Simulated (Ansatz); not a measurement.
## Cu in Ansatz: the effect of functional

Cu:

```
Cu
1.0
     1.21846   -3.97638    0.00000
     1.21846    3.97638    0.00000
     0.00000    0.00000    2.47550
Cu
2
Direct
  0.86613 0.13387 0.75000
  0.13387 0.86613 0.25000
```

This isn't the form of Cu at room conditions, which is fcc.

Alike in all runs:

```yaml
Program: Ansatz 0.2.0
Task: band structure
Potentials_or_basis: all-electron LAPW, scalar-relativistic
Basis_error_allowed: 0.001 eV/atom
k_mesh: 11 × 11 × 11
Occupations: fermi-dirac, width 0.05 eV
Spin: no spin polarisation
```

```csv
functional,cutoff,pressure (GPa),largest force (eV/Å)
PBE,329 eV (chosen from the basis error),6.6,0.05
LDA,330 eV (chosen from the basis error),-7.6,0.04
PBEsol,329 eV (chosen from the basis error),?,?
```

Problem. What does the run with functional PBEsol give?

Solution. Pressure -1.5 GPa; largest force 0.01 eV/Å.
